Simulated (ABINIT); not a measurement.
# GaAs (F-43m) in ABINIT: a series of runs, part 2 of 2

ABINIT 10.8.3 (patched build). Earlier steps stand in the parts before.

## (4) Band structure, LDA-VWN

The input, run.abi:

```
# Datasets: ground state, then fixed potential
ndtset 2

# Pseudopotentials
pp_dirpath "./"
pseudos "As.LDA_PW-JTH_sp.xml, Ga.LDA_PW-JTH.xml"

# Structure
acell 3*1.0
rprim
     0.0000000000     5.3419722954     5.3419722954
     5.3419722954     0.0000000000     5.3419722954
     5.3419722954     5.3419722954     0.0000000000
ntypat 2
znucl 33 31
natom 2
typat 1 2
xred
     0.7500000000     0.7500000000     0.7500000000
     0.0000000000     0.0000000000     0.0000000000

# Plane-wave basis
ecut 17.0
pawecutdg 34.0

# Exchange and correlation
ixc -1007

# Bands and occupations
occopt 3
tsmear 0.05 eV

# SCF cycle
nstep 100

# Output
iomode 3
prtwf 0
prteig 0
prtebands 0
enunit 1
prtden1 1
prtvha1 1
prtvclmb1 1
prtpot1 1

# Dataset 1
kptopt1 1
ngkpt1 8 8 8
nshiftk1 1
shiftk1 0.0 0.0 0.0
nband1 13
tolvrs1 1.0e-9

# Dataset 2: bands along G-X-W-K-G-L-U-W-L-K
iscf2 -2
getden2 1
nband2 17
nbdbuf2 2
tolwfr2 1.0e-12
kptopt2 -9
ndivsm2 6
prteig2 1
prtvol2 -3
kptbounds2
     0.0000000000     0.0000000000     0.0000000000
     0.5000000000     0.0000000000     0.5000000000
     0.5000000000     0.2500000000     0.7500000000
     0.3750000000     0.3750000000     0.7500000000
     0.0000000000     0.0000000000     0.0000000000
     0.5000000000     0.5000000000     0.5000000000
     0.6250000000     0.2500000000     0.6250000000
     0.5000000000     0.2500000000     0.7500000000
     0.5000000000     0.5000000000     0.5000000000
     0.3750000000     0.3750000000     0.7500000000
```

Potentials or basis: JTH PAW LDA v2.0 sp.

Launch:

```
$ abinit run.abi > log 2>&1
```

run.abo:

```text
.Version 10.8.3 of ABINIT
 DATASET    1 : space group F-4 3 m (#216); Bravais cF (face-center cubic)
================================================================================
 Values of the parameters that define the memory need for DATASET  1.
     intxc =       0    ionmov =       0      iscf =      17    lmnmax =      18
     lnmax =       6     mgfft =      30  mpssoang =       3    mqgrid =    3001
     natom =       2  nloc_mem =       2    nspden =       1   nspinor =       1
    nsppol =       1      nsym =      24    n1xccc =       1    ntypat =       2
    occopt =       3   xclevel =       1
       mpw =        1036          nfft =       27000          nkpt =          29
 PAW method is used; the additional fine FFT grid is defined by:
   mgfftf=        40    nfftf =     64000
================================================================================
================================================================================

 DATASET    2 : space group F-4 3 m (#216); Bravais cF (face-center cubic)
================================================================================
 Values of the parameters that define the memory need for DATASET  2.
     intxc =       0    ionmov =       0      iscf =      -2    lmnmax =      18
     lnmax =       6     mgfft =      30  mpssoang =       3    mqgrid =    3001
     natom =       2  nloc_mem =       2    nspden =       1   nspinor =       1
    nsppol =       1      nsym =      24    n1xccc =       1    ntypat =       2
    occopt =       3   xclevel =       1
       mpw =        1036          nfft =       27000          nkpt =         103
 PAW method is used; the additional fine FFT grid is defined by:
   mgfftf=        40    nfftf =     64000
================================================================================
================================================================================

--------------------------------------------------------------------------------
------------- Echo of variables that govern the present computation ------------
--------------------------------------------------------------------------------
 -outvars: echo values of preprocessed input variables --------
            acell      1.0000000000E+00  1.0000000000E+00  1.0000000000E+00 Bohr
              amu      7.49215900E+01  6.97230000E+01
             ecut      1.70000000E+01 Hartree
           enunit           1
           getden1          0
           getden2          1
             iscf1         17
             iscf2         -2
              ixc       -1007
           jdtset        1    2
           kptopt1          1
           kptopt2         -9
         kptrlatt        8    0    0      0    8    0      0    0    8
          kptrlen1     6.04375174E+01
          kptrlen2     3.00000000E+01
            natom           2
            nband1         13
            nband2         17
           nbdbuf1          0
           nbdbuf2          2
           ndtset           2
           ndivsm1          0
           ndivsm2          6
            ngfft          30      30      30
          ngfftdg          40      40      40
             nkpt1         29
             nkpt2        103
            nstep         100
             nsym          24
           ntypat           2
           occopt           3
        pawecutdg      3.40000000E+01 Hartree
        prtebands           0
           prteig1          0
           prteig2          1
           prtpot1          1
           prtpot2          0
[... 967 lines left out ...]
  2.34E-13  3.24E-13  3.03E-13  2.86E-13  5.48E-13  1.94E-13  5.33E-13  1.74E-10
  2.69E-09
 -4.9231E-01 -4.8761E-01 -4.8734E-01 -4.8641E-01 -4.8574E-01 -3.2260E-01
 -1.8559E-01 -8.5461E-02 -2.1110E-02  1.3024E-01  2.4247E-01  3.3210E-01
  3.4205E-01  3.7186E-01  4.4463E-01  5.7740E-01  6.1217E-01
 Non-SCF case, kpt  103 (  0.37500  0.37500  0.75000), residuals and eigenvalues=
  5.66E-13  4.18E-13  6.86E-13  5.48E-13  9.44E-13  3.92E-13  4.10E-13  4.22E-13
  6.06E-13  2.90E-13  5.02E-13  7.75E-13  2.28E-13  2.67E-13  7.39E-13  5.13E-10
  1.14E-07
 -4.9239E-01 -4.8754E-01 -4.8728E-01 -4.8647E-01 -4.8570E-01 -3.2079E-01
 -1.8749E-01 -8.4115E-02 -2.4505E-02  1.2691E-01  2.2637E-01  3.4783E-01
  3.5449E-01  3.7416E-01  4.5201E-01  5.7910E-01  6.3026E-01

--- !ResultsGS
iteration_state: {dtset: 2, }
comment   : Summary of ground state results
lattice_vectors:
- [  0.0000000,   5.3419723,   5.3419723, ]
- [  5.3419723,   0.0000000,   5.3419723, ]
- [  5.3419723,   5.3419723,   0.0000000, ]
lattice_lengths: [   7.55469,    7.55469,    7.55469, ]
lattice_angles: [ 60.000,  60.000,  60.000, ] # degrees, (23, 13, 12)
lattice_volume:   3.0488418E+02
convergence: {deltae:  0.000E+00, res2:  0.000E+00, residm:  9.999E-13, diffor:  0.000E+00, }
etotal    :  -8.58412108E+01
entropy   :   0.00000000E+00
fermie    :   6.51632579E-02
cartesian_stress_tensor: null
pressure_GPa: null
xred      :
- [  7.5000E-01,   7.5000E-01,   7.5000E-01, As]
- [  0.0000E+00,   0.0000E+00,   0.0000E+00, Ga]
cartesian_forces: null
force_length_stats: {min: null, max: null, mean: null, }
...

 Integrated electronic density in atomic spheres:
 ------------------------------------------------
 Atom  Sphere_radius  Integrated_density
    1        2.10392          2.77297559
    2        2.10359         11.09576431

================================================================================

 ----iterations are completed or convergence reached----

 Mean square residual over all n,k,spin=   50.675E-14; max=  99.989E-14
 reduced coordinates (array xred) for    2 atoms
       0.750000000000      0.750000000000      0.750000000000
       0.000000000000      0.000000000000      0.000000000000

 cartesian coordinates (angstrom) at end:
    1      4.24027499712465     4.24027499712465     4.24027499712465
    2      0.00000000000000     0.00000000000000     0.00000000000000
 length scales=  1.000000000000  1.000000000000  1.000000000000 bohr
              =  0.529177210544  0.529177210544  0.529177210544 angstroms
 Eigenvalues (   eV  ) for nkpt= 103  k points:
 kpt#   1, nband= 17, wtk=  1.00000, kpt=  0.0000  0.0000  0.0000 (reduced coord)
 -13.30111  -13.30111  -13.30111  -13.22404  -13.22404  -11.18687    1.59577    1.59577
   1.59577    1.88937    5.30301    5.30301    5.30301    9.00507   11.94720   11.94720
  13.15250
 kpt#   2, nband= 17, wtk=  1.00000, kpt=  0.0294  0.0000  0.0294 (reduced coord)
 -13.30240  -13.30079  -13.30079  -13.22423  -13.22395  -11.17324    1.19387    1.54893
   1.54893    2.28928    5.24785    5.36690    5.36690    9.09180   11.63306   11.96185
  13.18273
 kpt#   3, nband= 17, wtk=  1.00000, kpt=  0.0588  0.0000  0.0588 (reduced coord)
 -13.30615  -13.29968  -13.29968  -13.22472  -13.22360  -11.13250    0.67710    1.41800
   1.41800    2.79723    5.09800    5.54884    5.54884    9.33531   11.04345   12.00580
  13.27314
 kpt#   4, nband= 17, wtk=  1.00000, kpt=  0.0882  0.0000  0.0882 (reduced coord)
 -13.31204  -13.29778  -13.29778  -13.22552  -13.22309  -11.06509    0.15832    1.22543
   1.22543    3.29022    4.88928    5.82607    5.82607    9.68861   10.44052   12.07903
  13.42428
 kpt#   5, nband= 17, wtk=  1.00000, kpt=  0.1176  0.0000  0.1176 (reduced coord)
[... 381 lines left out ...]
  -0.32866    3.77269    6.96517    8.38487    8.38836   10.50558   12.13169   14.40484
  15.96218
 kpt# 101, nband= 17, wtk=  1.00000, kpt=  0.4000  0.4000  0.7000 (reduced coord)
 -13.39378  -13.27068  -13.26361  -13.23371  -13.21848   -8.86061   -4.99372   -2.26257
  -0.46044    3.65511    6.95017    8.53348    8.86884   10.28498   12.05882   15.19014
  16.23631
 kpt# 102, nband= 17, wtk=  1.00000, kpt=  0.3875  0.3875  0.7250 (reduced coord)
 -13.39650  -13.26848  -13.26126  -13.23577  -13.21757   -8.77828   -5.05014   -2.32551
  -0.57445    3.54399    6.59789    9.03703    9.30753   10.11871   12.09911   15.71184
  16.65801
 kpt# 103, nband= 17, wtk=  1.00000, kpt=  0.3750  0.3750  0.7500 (reduced coord)
 -13.39873  -13.26658  -13.25961  -13.23764  -13.21657   -8.72919   -5.10195   -2.28888
  -0.66682    3.45346    6.15981    9.46496    9.64617   10.18155   12.29975   15.75805
  17.15023

== END DATASET(S) ==============================================================
================================================================================

 -outvars: echo values of variables after computation  --------
            acell      1.0000000000E+00  1.0000000000E+00  1.0000000000E+00 Bohr
           etotal1    -8.5841210794E+01
            fcart1    -9.4510220462E-30  3.1503406821E-30  3.1503406821E-30
                       9.4510220462E-30 -3.1503406821E-30 -3.1503406821E-30
            rprim      0.0000000000E+00  5.3419722954E+00  5.3419722954E+00
                       5.3419722954E+00  0.0000000000E+00  5.3419722954E+00
                       5.3419722954E+00  5.3419722954E+00  0.0000000000E+00
           strten1     6.5733016851E-05  6.5733016851E-05  6.5733016851E-05
                       0.0000000000E+00  0.0000000000E+00  0.0000000000E+00
           xangst      4.2402749971E+00  4.2402749971E+00  4.2402749971E+00
                       0.0000000000E+00  0.0000000000E+00  0.0000000000E+00
             xred      7.5000000000E-01  7.5000000000E-01  7.5000000000E-01
                       0.0000000000E+00  0.0000000000E+00  0.0000000000E+00
 Calculation completed.
```

Run time: 31 s. Hardware: 1 thread of Arm Neoverse V2, shared host; peak memory 0.12 GiB.

Results:

| Item | Value |
| --- | --- |
| Free energy | -2335.8583 eV |
| Pressure | -1.9 GPa |
| Band gap on the k mesh | 0.29 eV, direct |
| Band gap along the path | 0.29 eV, direct |
| Valence electrons inside the program's atomic spheres | As 2.77; Ga 11.10 |

Levels at the corners of the path, in eV from the valence-band top:
| point | band 6 | band 7 | band 8 | band 9 | band 10 | band 11 | band 12 | band 13 |
| --- | --- | --- | --- | --- | --- | --- | --- | --- |
| Γ | -12.78 | 0.00 | 0.00 | 0.00 | 0.29 | 3.71 | 3.71 | 3.71 |
| X | -10.29 | -6.88 | -2.68 | -2.68 | 1.35 | 1.55 | 10.10 | 10.10 |
| W | -10.23 | -6.70 | -3.55 | -3.37 | 4.55 | 4.65 | 5.33 | 6.00 |
| K | -10.33 | -6.70 | -3.88 | -2.26 | 1.86 | 4.56 | 7.87 | 8.05 |
| Γ | -12.78 | 0.00 | 0.00 | 0.00 | 0.29 | 3.71 | 3.71 | 3.71 |
| L | -11.03 | -6.69 | -1.14 | -1.14 | 0.85 | 4.62 | 4.62 | 7.62 |
| U | -10.33 | -6.70 | -3.88 | -2.26 | 1.86 | 4.56 | 7.87 | 8.05 |
| W | -10.23 | -6.70 | -3.55 | -3.37 | 4.55 | 4.65 | 5.33 | 6.00 |
| L | -11.03 | -6.69 | -1.14 | -1.14 | 0.85 | 4.62 | 4.62 | 7.62 |
| K | -10.33 | -6.70 | -3.88 | -2.26 | 1.86 | 4.56 | 7.87 | 8.05 |

Caveat: this set keeps more shells in the core, which shifts pressures and gaps.

## (5) Equation of state, PBE+D3(BJ)

The input, run.abi:

```
ndtset 7
getwfk -1
scalecart1 3*0.9795861087
scalecart2 3*0.9864848297
scalecart3 3*0.9932883884
scalecart4 3*1.0000000000
scalecart5 3*1.0066227096
scalecart6 3*1.0131594038
scalecart7 3*1.0196128224

pp_dirpath "./"
pseudos "As.GGA_PBE-JTH.xml, Ga.GGA_PBE-JTH.xml"

acell 3*1.0 Angstrom
rprim
     0.0000000000     2.8268500000     2.8268500000
     2.8268500000     0.0000000000     2.8268500000
     2.8268500000     2.8268500000     0.0000000000
ntypat 2
znucl 33 31
natom 2
typat 1 2
xred
     0.7500000000     0.7500000000     0.7500000000
     0.0000000000     0.0000000000     0.0000000000

ecut 17.0
pawecutdg 34.0

kptopt 1
ngkpt 8 8 8
nshiftk 1
shiftk 0.0 0.0 0.0

ixc 11
vdw_xc 7

nband 18
occopt 3
tsmear 0.00183747

nstep 100
tolvrs 1.0e-9

iomode 3
prtwf 1
prtden 0
prteig 0
prtebands 0
enunit 2
```

Potentials or basis: JTH PAW PBE v2.0.

Launch:

```
$ abinit run.abi > log 2>&1
```

Run time: 92 s. Hardware: 1 thread of Arm Neoverse V2, shared host; peak memory 0.14 GiB.

Results (log left out):

| Property | Result |
| --- | --- |
| Equilibrium volume | 22.87 Å³/atom |
| Bulk modulus | 67 GPa |
| Pressure derivative of the bulk modulus | 4.9 |

Energy against volume, from the lowest point:
```tsv
volume (Å³/atom)	energy (meV/atom)
21.234	28.22
21.686	14.08
22.138	5.01
22.590	0.48
23.041	0.00
23.493	3.02
23.945	9.30
```

Caveat: pressures at fixed basis lie under the slope of the energies. Zero-point motion and thermal expansion aren't in these numbers.

## (6) Equation of state, PBE+D3

Edit run.abi of step 5 so:

```diff
@@ -1 +1,2 @@
+# Datasets: one volume each
 ndtset 7
@@ -10,2 +11,3 @@
 
+# Pseudopotentials
 pp_dirpath "./"
@@ -13,2 +15,3 @@
 
+# Structure
 acell 3*1.0 Angstrom
@@ -26,2 +29,3 @@
 
+# Plane-wave basis
 ecut 17.0
@@ -29,2 +33,3 @@
 
+# k points
 kptopt 1
@@ -34,5 +39,7 @@
 
+# Exchange and correlation
 ixc 11
-vdw_xc 7
+vdw_xc 6
 
+# Bands and occupations
 nband 18
@@ -41,2 +48,3 @@
 
+# SCF cycle
 nstep 100
@@ -44,2 +52,3 @@
 
+# Output
 iomode 3
@@ -49,2 +58 @@
 prtebands 0
-enunit 2
```

Potentials or basis: JTH PAW PBE v2.0.

Launch:

```
$ abinit run.abi > log 2>&1
```

Wall time 91 s (1 thread of Arm Neoverse V2, shared host); peak memory 0.14 GiB.

Results (log left out):

| Property | Result |
| --- | --- |
| Equilibrium volume | 23.22 Å³/atom |
| Bulk modulus | 64 GPa |
| Pressure derivative of the bulk modulus | 4.8 |

Energy against volume, from the lowest point:
| volume (Å³/atom) | energy (meV/atom) |
| --- | --- |
| 21.234 | 40.01 |
| 21.686 | 22.81 |
| 22.138 | 10.74 |
| 22.590 | 3.31 |
| 23.041 | 0.00 |
| 23.493 | 0.30 |
| 23.945 | 3.95 |

Caveat: pressures at fixed basis lie under the slope of the energies. Zero-point motion and thermal expansion aren't in these numbers.

## (7) Summary

| task | level | potentials or basis | gap on the mesh (eV) | pressure (GPa) | V0 of scaled cells (Å³/atom) | B0 (GPa) |
| --- | --- | --- | --- | --- | --- | --- |
| band structure | HCTH407 | JTH PAW PBE v2.0 sp | 0.70 | 4.4 | - | - |
| band structure | LDA-VWN | JTH PAW LDA v2.0 sp | 0.29 | -1.9 | - | - |
| equation of state | PBE+D3(BJ) | JTH PAW PBE v2.0 | - | - | 22.87 | 67 |
| equation of state | PBE+D3 | JTH PAW PBE v2.0 | - | - | 23.22 | 64 |

Alike in all rows: no spin polarisation; cell as given; k mesh 8 × 8 × 8; cutoff (eV) 463; smearing fermi-dirac 0.05 eV.

Caveats: this set keeps more shells in the core, which shifts pressures and gaps (some runs); pressures at fixed basis lie under the slope of the energies (some runs); the PAW data sets were made with another functional, which shifts forces and pressure a little (some runs).

Absolute energies hang on the potentials; compare differences alone.

## (8) How close it comes

Step 3. A measured gap of GaAs is 1.412 eV (direct; 300 K; “Evidence of valence band perturbations in GaAsN/GaAs(001): A combined variable-angle spectroscopic ellipsometry and modulated photoreflectance investigation”, 2008, arxiv:0805.2212); the calculated 0.70 eV misses it by -0.71 eV. 3 values of this kind are on record (1.412 to 1.51 eV); this one was drawn at random among those near their median, those with a stated uncertainty first. Spin-orbit coupling on As, Ga is left out. The value is that of HCTH407, without temperature or zero-point motion.

Step 4. Measured gap of GaAs: 1.412 eV (direct; 300 K; “Evidence of valence band perturbations in GaAsN/GaAs(001): A combined variable-angle spectroscopic ellipsometry and modulated photoreflectance investigation”, 2008, arxiv:0805.2212). This calculation gives 0.29 eV (-1.12 eV). So large a miss can be the level of theory's own, or it may mean another phase, state or a wrong row. 3 values of this kind are on record (1.412 to 1.51 eV); this one was drawn at random among those near their median, those with a stated uncertainty first. Spin-orbit coupling on As, Ga is left out. The value is that of LDA-VWN, without temperature or zero-point motion. Semilocal functionals fall short of measured gaps as a rule.
